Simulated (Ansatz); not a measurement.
## Al3GaN4: enthalpy against pressure

Al3GaN4, P-43m, a = 4.407 Å. The structure is a Materials Project entry; whether it is the stable form wasn't checked. Ansatz: PBEsol, PAW, 420 eV, Γ-centred 6×6×6 mesh on 8 atoms, Gaussian smearing 0.02 eV; no spin polarisation. Cell and atoms are relaxed at each pressure, and no other structure is tried, so the rows at high pressure may lie past a change of phase. y is the enthalpy over the state at zero pressure; there V0 = 10.699 Å³/atom. The pressures are the targets, met within 0.06 GPa.

```tsv
P (GPa)	y (eV/atom)
-2.0	-0.1343
0.0	0.0000
2.0	0.1329
5.0	?
10.0	0.6522
20.0	1.2773
```

Task: Fit y = c1 P + c2 P² + c3 P³ to the other rows, say what c1 and c2 mean, and predict the missing value.

Result: Least squares on the rows shown. y = 0.066799 P − 0.00016916 P² + 1.1234×10⁻⁶ P³. Since dH/dP = V, c1 is V0: 0.066799 eV/GPa × 160.2 = 10.701 Å³ against 10.699; c2 = −V0/(2B0) gives B0 = 197 GPa, where a Birch–Murnaghan fit to the volumes of the same runs (not shown) gives 197 GPa. At P = 5.0 the fit asked for gives 0.3299 eV/atom. The run gave 0.3299 eV/atom, the same to the digits shown.